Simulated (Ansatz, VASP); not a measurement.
Two plane-wave programs on CdS

```
CELL_PARAMETERS angstrom
0.00000 2.82208 2.61558
2.82208 0.00000 2.61558
2.82208 2.82208 0.00000
ATOMIC_POSITIONS crystal
Cd 0.00000 0.00000 0.00000
S 0.50000 0.50000 0.50000
```

Change from the starting cell: strain +0.025 along x and y, -0.050 along z, atoms carried along.

Alike in both runs: task single point; functional PBE; k mesh 10 × 10 × 10; occupations gaussian, width 0.03 eV; no spin polarisation.

|  | VASP | Ansatz |
| --- | --- | --- |
| version | VASP 6.6.1 | Ansatz 0.2.0 |
| potentials or method | VASP PAW PBE potentials, release 64 (Cd, S) | scalar-relativistic, plane waves, PAW |
| plane-wave cutoff (eV) | 520 | 420 |
| valence electrons in the cell | 18 | 26 |

Ansatz gave:

| Item | Value |
| --- | --- |
| gap on the k mesh at the Fermi level (eV) | none |
| pressure (GPa) | 0.5 |
| largest component of the traceless stress (GPa) | 3.82 |

What did VASP give for the same quantities?

gap on the k mesh at the Fermi level (eV): none; pressure (GPa): 0.9; largest component of the traceless stress (GPa): 4.02.

A gap of «none» marks a metal or a gap that the smearing closes. The two sets of potentials don't hold the same shells in valence.
